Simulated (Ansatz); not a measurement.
# Al₃Ni₂: how the free axis answers a strain

Al₃Ni₂, P-3m1, a = 4.003 Å, c = 4.859 Å. Ansatz: PBEsol, PAW, 420 eV, Γ-centred 12×12×8 mesh on 5 atoms, Gaussian smearing 0.10 eV; no spin polarisation. Series: biaxial strain in the a-b plane, c and atoms relaxed; x is the strain in per cent. y is the change of c in per cent of 4.859 Å.

```tsv
x (%)	y (%)
-3.0	1.52
-2.0	0.92
-1.0	?
0.0	0.00
1.0	-0.38
2.0	-0.72
3.0	-1.03
```

**Question.** Fit y = c1 x + c2 x² to the other rows, say what c1 measures, and predict the missing y.

**Answer.** Least squares on the rows shown. y = −0.4199 x + 0.02692 x². With no stress along c, c1 = −2C13/C33 = -0.420. With a term in x³ added, the coefficient of x becomes -0.3997, 5 % less, which shows how far this figure hangs on the form. At x = -1.0 the fit asked for gives 0.45 %. The run gave 0.42 %, so the fit is 0.03 % too high, within twice the rms miss on the fitted rows (0.02 %).